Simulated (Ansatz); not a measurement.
**SnSe: how well frozen cores do**

Aim: solve SnSe at one geometry with full-potential LAPW, frozen-core PAW and datasets made for this crystal, and see where they agree.

Computed with Ansatz 0.2.0 (DFT PBEsol, scalar-relativistic, unless a step's input says otherwise).

## (1) Starting point

Symmetry: Fm-3m, No. 225, cubic system. Conventional cell: a = 6.021 Å, b = 6.021 Å, c = 6.021 Å, α = 90.00°, β = 90.00°, γ = 90.00°. Sn (site symmetry m-3m) has 6 Se at 3.01 Å as nearest neighbours. Around Se (site symmetry m-3m) lie 6 Sn at 3.01 Å.

As a file:

```
CELL_PARAMETERS angstrom
0.00000 3.01043 3.01043
3.01043 0.00000 3.01043
3.01043 3.01043 0.00000
ATOMIC_POSITIONS crystal
Sn 0.00000 0.00000 0.00000
Se 0.50000 0.50000 0.50000
```

The cell is one relaxed in the Materials Project, used as it stands.

Atoms are numbered in the order of the input: Sn1, Se2.

## (2) Full-potential LAPW

File input.yaml:

```yaml
crystal:
  lattice:
    - [0.0, 3.0104337128, 3.0104337128]
    - [3.0104337128, 0.0, 3.0104337128]
    - [3.0104337128, 3.0104337128, 0.0]
  atoms:
    - { symbol: Sn, position: [0.0, 0.0, 0.0] }
    - { symbol: Se, position: [0.5, 0.5, 0.5] }
kpoints:
  mp_grid: { grid: [11, 11, 11] }
  band_path:
    path:
      - [0.0, 0.0, 0.0]
      - [0.5, 0.0, 0.5]
      - [0.625, 0.25, 0.625]
      - [0.375, 0.375, 0.75]
      - [0.0, 0.0, 0.0]
      - [0.5, 0.5, 0.5]
      - [0.5, 0.25, 0.75]
      - [0.5, 0.0, 0.5]
    npoints: 8
scf:
  occupations: { method: fermi_dirac, width: 0.05 }
hamiltonian:
  xc: pbesol
  pseudopotentials: { kind: all_electron, lapw: { basis_error: 0.001 } }
output:
  forces: true
  stress: true
  eigenvalues: true
  fatbands: true
  populations: true
  dos: { projected: true, de: 0.2, e_range: [-14, 8] }
```

What it wrote:

```text
Sn: projections on atomic orbitals take those of the free atom 1s2 2s2 2p6 3s2 3p6 3d10 4s2 4p6 4d10 5s2 5p2, of charge +0.00 (hamiltonian.pseudopotentials.projection_atoms)
Se: projections on atomic orbitals take those of the free atom 1s2 2s2 2p6 3s2 3p6 3d10 4s2 4p4, of charge +0.00 (hamiltonian.pseudopotentials.projection_atoms)
LAPW: plane waves up to 7.061 Å⁻¹, error target 1.0e-3 eV per atom; small_component_spin mean_spin; Se in spheres of 1.434 Å, 24 of its electrons in bands, Dirac shells []; Sn in spheres of 1.577 Å, 22 of its electrons in bands, Dirac shells []
Engine: ansatz 0.2.0
Pseudopotentials: kind: all_electron
Pseudopotential: Sn, LAPW, valence charge 22, Koelling and Harmon's equation, gaussian nucleus
Pseudopotential: Se, LAPW, valence charge 24, Koelling and Harmon's equation, gaussian nucleus
Functional definition: PBEsol
  exchange = pbesol_x
  correlation = pbesol_c
Crystal: 2 atoms, lattice volume = 54.565 Å³
Basis set: ecut = 189.97596132403055 eV, 331 PW (Γ), exchange–correlation at level 2
Bands: 28, of which v1, the nominal top of the filled ones, is band 23 counted from 1 (22 counted from 0)
Symmetry: 48 space group operations
Space group: Fm-3m (ITA 225), of the structure as read, at distance tolerance 3.8e-5 Å
k-points: 56 of 1331
Non-local potential: Sn, projectors of the file, none
Non-local potential: Se, projectors of the file, none
Initial density: superposition of atomic densities (chi_scale 0.1, normalization cell, long waves kept (reshape's long-wave potential 0.00 eV rms))
Initial wavefunctions: plane waves of lowest kinetic energy (no species holds an atomic orbital)
Functional: x = pbesol(κ = 0.804, μ = 0.12345679012345678), c = pbesol(β = 0.046)
iter 1 solved again at ethr=1.11e-3 eV; its pass at ethr=1.00e-1 eV (dr2=5.08e-1 eV) is discarded
SCF iter   1: F=—  HF=-234096.865851 eV  |F-HF|=—  |Δ(HF+E_count)|=         —  Δρ=2.03e-2  dr2=5.08e-1  ethr=1.11e-3  ⟨swp⟩=2.1  Hψ=9871  notcnv=0
preconditioner: auto → none  [insulator: Δε(μ)=0.579 eV  Ē_g=18.028 eV  σ=0.050 eV  W_gap=0.99  n_scr=14 (ndim 8)  ℏωp=22.5 eV  f_vac=0.041  D(μ)=0.00/eV (n_scr^D=0)  ε∞_Penn≈2.6]
iter 2 solved again at ethr=3.32e-5 eV; its pass at ethr=1.11e-3 eV (dr2=1.53e-2 eV) is discarded
SCF iter   2: F=—  HF=-234096.715497 eV  |F-HF|=—  |Δ(HF+E_count)|=   1.50e-1  Δρ=5.19e-3  dr2=1.53e-2  ethr=3.32e-5  ⟨swp⟩=2.0  Hψ=8154  notcnv=0
SCF iter   3: F=—  HF=-234096.693722 eV  |F-HF|=—  |Δ(HF+E_count)|=   2.18e-2  Δρ=3.05e-3  dr2=7.22e-3  ethr=3.32e-5  ⟨swp⟩=2.3  Hψ=4903  notcnv=0
SCF iter   4: F=—  HF=-234096.693674 eV  |F-HF|=—  |Δ(HF+E_count)|=   4.78e-5  Δρ=7.49e-4  dr2=3.37e-4  ethr=1.57e-5  ⟨swp⟩=2.0  Hψ=4651  notcnv=0
SCF iter   5: F=—  HF=-234096.693660 eV  |F-HF|=—  |Δ(HF+E_count)|=   1.39e-5  Δρ=1.00e-4  dr2=5.73e-6  ethr=7.34e-7  ⟨swp⟩=2.0  Hψ=4651  notcnv=0
SCF iter   6: F=—  HF=-234096.693663 eV  |F-HF|=—  |Δ(HF+E_count)|=   2.37e-6  Δρ=1.17e-5  dr2=6.74e-8  ethr=1.25e-8  ⟨swp⟩=2.3  Hψ=4672  notcnv=0
SCF iter   7: F=-234096.693662 eV  HF=-234096.693662 eV  |F-HF|=2.71e-9  |Δ(HF+E_count)|=   3.58e-7  Δρ=4.05e-6  dr2=1.31e-8  ethr=1.47e-10  ⟨swp⟩=2.8  Hψ=4798  notcnv=0
SCF 1 converged in 7 iterations: F = -234096.693662 eV  dr2 = 1.31e-8
NSCF: frozen V_eff on 57 k-points
SCF converged after 7 iterations
Free energy (F): -234096.693662 eV
Harris-Foulkes:  -234096.693662 eV  (|F-HF|=2.71e-9)
Internal energy: -234096.693406 eV  (E = F + TS)
E sigma→0 (E₀):  -234096.693534 eV
Entropy (-TS):   -0.000256 eV (-0.128 meV/atom)
Fermi energy:    10.820310 eV
--- Per-component energies (eV) ---
  E_band       = -2327.002855
  E_kinetic    = 244331.016784
  E_xc         = -6771.413388
  E_electrostatic = -471656.296802  (all electrons and nuclei)
  E_smearing   = -0.000256  (= −TS)
  E_closure    = 0.000000  (closes the sum)
  E_atoms      = -234087.764721  (free atoms, spherical and without spin; not in F)
  Σ components = -234096.693662   (vs F -234096.693662, Δ=0.00e0)
  Basis errors (estimates in eV, not in F): energy 3.7e-4 per atom: plane waves 3.2e-4 (1.8e-4 summed), levels above the bands 4.9e-52, relativity 1.3e-8, radial functions 4.6e-5, core shells 8.6e-10; eigenvalues (radial functions only) 4.9e-6; not estimated: angular momenta, meshes, grids; target (lapw.basis_error) 1.0e-3; muffin-tin radii Se 1.434 Å, Sn 1.577 Å
--- Forces (eV/Å), atoms counted from 1 ---
  atom   1  Sn    -0.00000000     0.00000000    -0.00000000
  atom   2  Se     0.00000000    -0.00000000     0.00000000
  max |Σ_I F_I| component: 1.77e-30 eV/Å
--- Stress (GPa, compression-positive) ---
       -1.819626       0.000000      -0.000000
        0.000000      -1.819626      -0.000000
       -0.000000      -0.000000      -1.819626
  P = ⅓ Tr σ = -1.8196 GPa (-18.196 kbar)
--- Band table (eV; the first three rows and the last of 56) ---
  k-point 0: bands = ["-196.9575", "-136.6217", "-136.6217", "-136.6217", "-118.7131", "-74.5476", "-74.5476", "-74.5476", "-37.0532", "-37.0532", "-37.0516", "-37.0516", "-37.0516", "-10.8585", "-10.8585", "-10.8585", "-10.8581", "-10.8581", "-3.2230", "5.5404", "8.4736", "8.4736", "8.4736", "14.9368", "14.9368", "14.9368", "16.4607", "16.4607"]
  k-point 1: bands = ["-196.9575", "-136.6217", "-136.6217", "-136.6217", "-118.7131", "-74.5476", "-74.5476", "-74.5476", "-37.0532", "-37.0532", "-37.0516", "-37.0516", "-37.0516", "-10.8588", "-10.8588", "-10.8583", "-10.8574", "-10.8574", "-3.1643", "5.2141", "8.4835", "8.4835", "8.7334", "14.4022", "14.5048", "14.5048", "16.4302", "16.6668"]
  k-point 2: bands = ["-196.9575", "-136.6217", "-136.6217", "-136.6217", "-118.7131", "-74.5476", "-74.5476", "-74.5476", "-37.0532", "-37.0532", "-37.0516", "-37.0516", "-37.0516", "-10.8606", "-10.8606", "-10.8578", "-10.8546", "-10.8546", "-2.9972", "4.4945", "8.5164", "8.5164", "9.2580", "13.4421", "13.6755", "13.6755", "16.4636", "17.2016"]
  k-point 55: bands = ["-196.9575", "-136.6217", "-136.6217", "-136.6217", "-118.7131", "-74.5476", "-74.5476", "-74.5476", "-37.0533", "-37.0532", "-37.0515", "-37.0515", "-37.0514", "-10.8777", "-10.8573", "-10.8544", "-10.8513", "-10.8410", "-1.9897", "3.6480", "5.8319", "6.2369", "9.7202", "12.2003", "15.1121", "15.5295", "17.3373", "18.2094"]
--- Löwdin populations: 2 sites ---
  site symbol       q [e]
     0     Sn     49.6968
     1     Se     34.2501
  spilling = 0.000632 (of n_electrons = 84.000000)
```

Wall time 19 s (1 thread, shared host).

This run gives: pressure -1.82 GPa; no gap.

Levels at the path's labelled points, in eV from the Fermi level:

| point | band 20 | band 21 | band 22 | band 23 | band 24 | band 25 | band 26 |
| --- | --- | --- | --- | --- | --- | --- | --- |
| Γ | -5.28 | -2.35 | -2.35 | -2.35 | 4.12 | 4.12 | 4.12 |
| X | -6.21 | -5.66 | -3.81 | -3.81 | 2.76 | 5.15 | 5.15 |
| U | -7.20 | -5.25 | -3.33 | -2.66 | 3.02 | 3.42 | 5.04 |
| K | -7.20 | -5.25 | -3.33 | -2.66 | 3.02 | 3.42 | 5.04 |
| Γ | -5.28 | -2.35 | -2.35 | -2.35 | 4.12 | 4.12 | 4.12 |
| L | -8.24 | -2.10 | -2.10 | -0.25 | 0.40 | 1.05 | 1.05 |
| W | -7.10 | -4.89 | -4.89 | -0.97 | 1.28 | 4.54 | 4.54 |
| X | -6.21 | -5.66 | -3.81 | -3.81 | 2.76 | 5.15 | 5.15 |

States per cell, counted by energy window (eV from the Fermi level, on a grid of 0.20 eV):

| from | to | total | Se 4p | Sn 5p | Sn 5s |
| --- | --- | --- | --- | --- | --- |
| -10 | -9 | 0.00 | 0.00 | 0.00 | 0.00 |
| -9 | -8 | 0.03 | 0.01 | 0.00 | 0.02 |
| -8 | -7 | 1.38 | 0.40 | 0.03 | 0.89 |
| -7 | -6 | 0.56 | 0.12 | 0.01 | 0.36 |
| -6 | -5 | 0.17 | 0.07 | 0.06 | 0.03 |
| -5 | -4 | 0.82 | 0.47 | 0.31 | 0.03 |
| -4 | -3 | 1.63 | 1.07 | 0.49 | 0.04 |
| -3 | -2 | 1.81 | 1.37 | 0.33 | 0.07 |
| -2 | -1 | 0.94 | 0.54 | 0.18 | 0.19 |
| -1 | 0 | 0.68 | 0.36 | 0.13 | 0.16 |
| 0 | 1 | 0.34 | 0.05 | 0.23 | 0.01 |
| 1 | 2 | 1.31 | 0.16 | 0.98 | 0.03 |
| 2 | 3 | 1.25 | 0.26 | 0.84 | 0.03 |
| 3 | 4 | 1.94 | 0.46 | 1.01 | 0.03 |
| 4 | 5 | 1.20 | 0.36 | 0.58 | 0.01 |

## (3) Frozen-core PAW

Changes to input.yaml since step 2:

```diff
@@ -25,3 +25,3 @@
   xc: pbesol
-  pseudopotentials: { kind: all_electron, lapw: { basis_error: 0.001 } }
+  pseudopotentials: { kind: paw }
 output:
@@ -30,4 +30,5 @@
   eigenvalues: true
-  fatbands: true
+  efg: { contact_densities: true }
   populations: true
+  bader: true
   dos: { projected: true, de: 0.2, e_range: [-14, 8] }
```

What it wrote:

```text
Sn: output.efg is read without spin–orbit coupling, which moves field gradients at and beside such atoms by some per cent and up to a factor of two; PAW files take it under magnetization.noncollinear and magnetization.spin_orbit
[... 1 set-up line as earlier in the session ...]
Pseudopotentials: kind: paw
Pseudopotential: Sn, paw, valence charge 14, recommended cutoff 420 eV (normal)
Pseudopotential: Se, paw, valence charge 16, recommended cutoff 420 eV (normal)
[... 3 set-up lines as earlier in the session ...]
Crystal: 2 atoms, lattice volume = 54.565 Å³
Basis set: ecut = 420 eV, 1067 PW (Γ), exchange–correlation on 60×60×60 points (8 copies of the dense FFT grid, shifted against one another)
Bands: 19, of which v1, the nominal top of the filled ones, is band 15 counted from 1 (14 counted from 0)
[... 2 set-up lines as earlier in the session ...]
k-points: 56 of 1331
Non-local potential: Sn, projectors of the file, l = 0: 2, l = 1: 2, l = 2: 2, l = 3: 2
Non-local potential: Se, projectors of the file, l = 0: 2, l = 1: 2, l = 2: 3, l = 3: 1
PAW form: soft (Blöchl's): semilocal exchange-correlation on the pseudo side does not see the compensation charge
PAW frozen core: Sn, regenerated for the run's functional, and the local potential with it (the file was generated under x = pbe(κ = 0.804, μ = 0.2195149727645171), c = pbe(β = 0.06672455060314922))
PAW frozen core: Se, regenerated for the run's functional, and the local potential with it (the file was generated under x = pbe(κ = 0.804, μ = 0.2195149727645171), c = pbe(β = 0.06672455060314922))
PAW one-centre angular grid: Sn, 590 points (default); XC on 64 Gauss nodes
PAW one-centre angular grid: Se, 590 points (default); XC on 64 Gauss nodes
Initial density: superposition of atomic densities (neutral atoms: chi_scale 0, normalization atom), corrected by the library's trained network
Initial wavefunctions: pseudopotential atomic-orbital guess
[... 1 set-up line as earlier in the session ...]
SCF iter   1: F=—  HF=-11374.845241 eV  |F-HF|=—  |Δ(HF+E_count)|=         —  Δρ=2.53e-3  dr2=5.00e-3  ethr=1.77e-3  ⟨swp⟩=5.9  Hψ=5134  notcnv=0
preconditioner: auto → none  [insulator: Δε(μ)=0.430 eV  Ē_g=17.273 eV  σ=0.050 eV  W_gap=0.97  n_scr=14 (ndim 8)  ℏωp=22.5 eV  f_vac=0.016  D(μ)=0.02/eV (n_scr^D=0)  ε∞_Penn≈2.7]
SCF iter   2: F=—  HF=-11374.842342 eV  |F-HF|=—  |Δ(HF+E_count)|=   2.90e-3  Δρ=1.02e-3  dr2=5.58e-4  ethr=1.67e-5  ⟨swp⟩=2.0  Hψ=2003  notcnv=0
SCF iter   3: F=—  HF=-11374.842170 eV  |F-HF|=—  |Δ(HF+E_count)|=   1.72e-4  Δρ=3.10e-4  dr2=4.50e-5  ethr=1.86e-6  ⟨swp⟩=2.1  Hψ=1643  notcnv=0
SCF iter   4: F=—  HF=-11374.842172 eV  |F-HF|=—  |Δ(HF+E_count)|=   2.03e-6  Δρ=1.33e-4  dr2=5.42e-6  ethr=1.50e-7  ⟨swp⟩=2.1  Hψ=1885  notcnv=0
SCF iter   5: F=—  HF=-11374.842175 eV  |F-HF|=—  |Δ(HF+E_count)|=   3.50e-6  Δρ=3.18e-5  dr2=3.01e-7  ethr=1.81e-8  ⟨swp⟩=2.0  Hψ=1890  notcnv=0
SCF iter   6: F=-11374.842175 eV  HF=-11374.842175 eV  |F-HF|=6.79e-8  |Δ(HF+E_count)|=   1.77e-7  Δρ=5.70e-6  dr2=1.60e-8  ethr=3.33e-10  ⟨swp⟩=5.3  Hψ=4929  notcnv=0
SCF 1 converged in 6 iterations: F = -11374.842175 eV  dr2 = 1.60e-8
NSCF: frozen V_eff on 57 k-points
SCF converged after 6 iterations
Free energy (F): -11374.842175 eV
Harris-Foulkes:  -11374.842175 eV  (|F-HF|=6.79e-8)
Internal energy: -11374.841920 eV  (E = F + TS)
E sigma→0 (E₀):  -11374.842047 eV
Entropy (-TS):   -0.000255 eV (-0.127 meV/atom)
Fermi energy:    9.094535 eV
--- Per-component energies (eV) ---
  E_band       = -480.559055
  E_kinetic    = 303.226607
  E_local      = -3328.836864  (includes V_loc(G=0)·N_el)
  E_nonlocal   = -623.640554
  E_hartree    = 1747.509255
  E_xc         = -483.189404
  E_vxc        = -195.372124  (∫ρ·V_xc dr)
  E_paw        = -5929.258884  (= ΣΔE_a)
  E_vpaw       = -130.963948  (= ΣTr[D̂ρ^β])
  E_aug_tail   = -0.000578  (compensation charges beyond the density's cutoff)
  E_ewald      = -3061.944789
  E_core_change = 1.293290  (= ΣΔE_core)
  E_smearing   = -0.000255  (= −TS)
  E_closure    = 0.000000  (closes the sum)
  Σ components = -11374.842175   (vs F -11374.842175, Δ=0.00e0)
--- Forces (eV/Å), atoms counted from 1 ---
  atom   1  Sn    -0.00000000     0.00000000     0.00000000
  atom   2  Se     0.00000000    -0.00000000    -0.00000000
  max |Σ_I F_I| component: 1.84e-30 eV/Å
--- Stress (GPa, compression-positive) ---
       -1.822058      -0.000000       0.000000
       -0.000000      -1.822058      -0.000000
        0.000000       0.000000      -1.822058
  P = ⅓ Tr σ = -1.8221 GPa (-18.221 kbar)
--- PAW observables at the nuclei: V_zz in 10²¹ V/m², potentials from the cell's mean, atoms counted from 1 ---
  atom   1  Sn V_zz =    -0.000000   η = 0.0000   by run symmetry: forbidden
            electrostatic potential = -8171.244652 V   contact ρ = 1234699.115610 e/Å³
  atom   2  Se V_zz =    -0.000000   η = 0.0000   by run symmetry: forbidden
            electrostatic potential = -4711.211695 V   contact ρ = 262406.411040 e/Å³
--- Band table (eV; the first three rows and the last of 56) ---
  k-point 0: bands = ["-38.7915", "-38.7915", "-38.7898", "-38.7898", "-38.7898", "-12.5860", "-12.5860", "-12.5860", "-12.5854", "-12.5854", "-4.9482", "3.8137", "6.7483", "6.7483", "6.7483", "13.2107", "13.2107", "13.2107", "14.7355"]
  k-point 1: bands = ["-38.7915", "-38.7915", "-38.7898", "-38.7898", "-38.7898", "-12.5862", "-12.5862", "-12.5858", "-12.5848", "-12.5848", "-4.8896", "3.4876", "6.7582", "6.7582", "7.0080", "12.6763", "12.7788", "12.7788", "14.7050"]
  k-point 2: bands = ["-38.7914", "-38.7914", "-38.7898", "-38.7897", "-38.7897", "-12.5879", "-12.5879", "-12.5852", "-12.5820", "-12.5820", "-4.7224", "2.7681", "6.7911", "6.7911", "7.5323", "11.7163", "11.9497", "11.9497", "14.7384"]
  k-point 55: bands = ["-38.7915", "-38.7914", "-38.7897", "-38.7897", "-38.7896", "-12.6050", "-12.5847", "-12.5819", "-12.5788", "-12.5685", "-3.7148", "1.9218", "4.1064", "4.5114", "7.9944", "10.4746", "13.3870", "13.8043", "15.6115"]
--- Löwdin populations: 2 sites ---
  site symbol       q [e]
     0     Sn     13.6529
     1     Se     16.2898
  spilling = 0.001911 (of n_electrons = 30.000000)
--- Bader charges: 2 sites ---
  site symbol  charge [e]  shift [e]
     0     Sn      0.8408     0.0000
     1     Se     -0.8408     0.0000
  estimated error of the sums over rays = 2.7e-4 e
```

Wall time 12 s (1 thread, shared host).

Result: pressure -1.82 GPa; no gap.

| atom | Bader charge (e) | basin volume (Å³) |
| --- | --- | --- |
| Sn1 | +0.84 | 24.35 |
| Se2 | -0.84 | 30.22 |

## (4) Datasets made for this crystal

Changes to input.yaml since step 3:

```diff
@@ -25,3 +25,3 @@
   xc: pbesol
-  pseudopotentials: { kind: paw }
+  pseudopotentials: { kind: all_electron, datasets: crystal }
 output:
@@ -31,4 +31 @@
   efg: { contact_densities: true }
-  populations: true
-  bader: true
-  dos: { projected: true, de: 0.2, e_range: [-14, 8] }
```

What it wrote, cut to the lines that bear on the results:

```text
[...]
Sn: output.efg is read without spin–orbit coupling, which moves field gradients at and beside such atoms by some per cent and up to a factor of two; PAW files take it under magnetization.noncollinear and magnetization.spin_orbit
[...]
[... 1 set-up line as earlier in the session ...]
Pseudopotential: Sn, paw, valence charge 14, recommended cutoff 240 eV (normal), Koelling and Harmon's equation, gaussian nucleus
Pseudopotential: Se, paw, valence charge 6, recommended cutoff 240 eV (normal), Koelling and Harmon's equation, gaussian nucleus
[... 1 set-up line as earlier in the session ...]
[...]
Crystal: 2 atoms, lattice volume = 54.565 Å³
Basis set: ecut = 240 eV, 459 PW (Γ), exchange–correlation on 48×48×48 points (8 copies of the dense FFT grid, shifted against one another)
Bands: 14, of which v1, the nominal top of the filled ones, is band 10 counted from 1 (9 counted from 0)
[... 1 set-up line as earlier in the session ...]
[...]
--- Forces (eV/Å), atoms counted from 1 ---
  atom   1  Sn    -0.00000000     0.00000000    -0.00000000
  atom   2  Se     0.00000000    -0.00000000     0.00000000
[...]
--- Stress (GPa, compression-positive) ---
       -1.822253      -0.000000       0.000000
       -0.000000      -1.822253      -0.000000
       -0.000000      -0.000000      -1.822253
  P = ⅓ Tr σ = -1.8223 GPa (-18.223 kbar)
--- PAW observables at the nuclei: V_zz in 10²¹ V/m², potentials from the cell's mean, atoms counted from 1 ---
  atom   1  Sn V_zz =    -0.000000   η = 0.0000   by run symmetry: forbidden
            electrostatic potential = -8169.308185 V   contact ρ = 1234598.882607 e/Å³
  atom   2  Se V_zz =    +0.000000   η = 0.0000   by run symmetry: forbidden
            electrostatic potential = -4709.571961 V   contact ρ = 262474.382301 e/Å³
--- Band table (eV; the first three rows and the last of 56) ---
  k-point 0: bands = ["-10.8587", "-10.8587", "-10.8587", "-10.8585", "-10.8585", "-3.2229", "5.5404", "8.4736", "8.4736", "8.4736", "14.9368", "14.9368"]
[...]
```

It took 8.5 s on 1 thread, shared host.

This run gives: pressure -1.82 GPa; no gap.

| atom | contact density (e/Å³) |
| --- | --- |
| Sn1 | 1234599 |
| Se2 | 262474.4 |

## (5) Comparison

| method | pressure (GPa) | SCF cycles, all passes |
| --- | --- | --- |
| LAPW | -1.82 | 7 |
| PAW | -1.82 | 6 |
| crystal datasets | -1.82 | 8 |

## (6) Outcome

| quantity | value |
| --- | --- |
| pressure | LAPW -1.82, PAW -1.82, crystal datasets -1.82 GPa |
| gap (LAPW) | none |
| Bader charges (PAW) | Sn1 +0.84, Se2 -0.84 e |

In words: At this geometry the cell is under tension of 1.8 GPa, so it would shrink if let go. Bands reach the Fermi level, so no gap opens at this level of theory, which can close a small real gap. Within 0.3 eV of the Fermi level the largest projected share is Sn 5p (49 %). The projection holds only the free atom's occupied shells (Sn 5s, Sn 5p, Se 4s, Se 4p in this range). PAW lies less than 0.01 GPa from LAPW in pressure. The price, with the outputs that each input asks for: 19 s for LAPW against 12 s for PAW, about 1.6 to one.
